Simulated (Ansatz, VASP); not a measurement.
One calculation of C, two programs

File INCAR:

```
ALGO = Normal ; EDIFF = 1E-6
ENCUT = 520 ; ISIF = 2
ISMEAR = 1 ; LASPH = T
LCHARG = T ; LELF = T
LREAL = F ; LVHAR = T
LWAVE = F ; NBANDS = 11
NELM = 80 ; PREC = Accurate
SIGMA = 0.1
```

KPOINTS

```
k-points
0
Gamma
  14 14 8
```

The input POSCAR:

```
C
1.0
    2.0690079633     -1.1946137766      0.0000000000
    2.0690079633      1.1946137766      0.0000000000
   -1.3412677127      0.0000000000      3.4068133960
C
2
Direct
    0.8333555300      0.8333555300      0.0000930400
    0.1666444700      0.1666444700      0.9999069600
```

Input for Ansatz:

```yaml
crystal:
  lattice:
    - [2.0690079632944327, -1.1946137765848326, 0.0]
    - [2.0690079632944327, 1.1946137765848326, 0.0]
    - [-1.3412677127157722, 0.0, 3.406813395951301]
  atoms:
    - { symbol: C, position: [0.83335553, 0.83335553, 9.304e-05] }
    - { symbol: C, position: [0.16664447, 0.16664447, 0.99990696] }
basis:
  ecutwfc: 550.0
kpoints:
  mp_grid:
    grid: [14, 14, 8]
hamiltonian:
  xc: lda
  pseudopotentials:
    kind: paw
scf:
  occupations:
    method: cold
    width: 0.1
output:
  stress: true
```

This is a stacking variant of graphite.

Alike in both runs: task single point; functional LDA; k mesh 14 × 14 × 8; no spin polarisation.

|  | VASP | Ansatz |
| --- | --- | --- |
| version | VASP 6.6.1 | Ansatz 0.2.0 |
| potentials or method | VASP PAW LDA potentials, release 64 (C) | plane waves, PAW |
| plane-wave cutoff (eV) | 520 | 550 |
| occupations | methfessel-paxton of order 1, width 0.1 eV | cold, width 0.1 eV |
| valence electrons in the cell | 8 | 8 |

```csv
,VASP,Ansatz,Ansatz less VASP
pressure (GPa),22.3,21.5,-0.80
largest component of the traceless stress (GPa),23.13,22.18,-0.948
```

Caveats: so large a pressure means that the cell lies far from this level's equilibrium, or that cutoff or potentials fall short (VASP).
